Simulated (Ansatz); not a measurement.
**CaO: energy along a strain**

CaO, P6_3/mmc, a = 3.992 Å, c = 4.785 Å (as given, not relaxed at this level: 1.0 GPa). This isn't the usual stable structure of the compound. Ansatz: PBE, PAW, 420 eV, Γ-centred 9×9×6 mesh on 4 atoms, Gaussian smearing 0.05 eV; no spin polarisation. Cell vectors (Å): 3.992 0.000 0.000; -1.996 3.457 0.000; 0.000 0.000 4.785. The cell is strained by x per cent times the pattern (0 0 0 0 0 1) in the order xx yy zz yz xz xy (engineering shears), with fractional coordinates held. y is the free energy over the start, V0 = 16.509 Å³/atom. Symmetry makes y even in x.

```
x (%) y (meV/atom)
-4.00             ?
-2.00          0.82
 0.00          0.00
 0.50          0.04
 1.00          0.20
 1.50          0.45
 2.50          1.28
 3.00          1.85
 3.50          2.53
```

Question: Fit y = c2 x² + c4 x⁴ to the other rows, get the stiffness along the pattern, and predict the missing energy.

Answer: Least squares on the rows shown. y = 0.2025 x² + 0.0003389 x⁴. The clamped-ion stiffness p·C·p = 2 × 2.025 eV × 160.2 / 16.509 Å³ = 39 GPa, which is C66 in these axes (second derivative at the start, which stands under stress). At x = -4.00 the fit asked for gives 3.33 meV/atom. The run gave 3.32 meV/atom, so the fit is 0.01 meV/atom too high, within twice the rms miss on the fitted rows (0.005 meV/atom).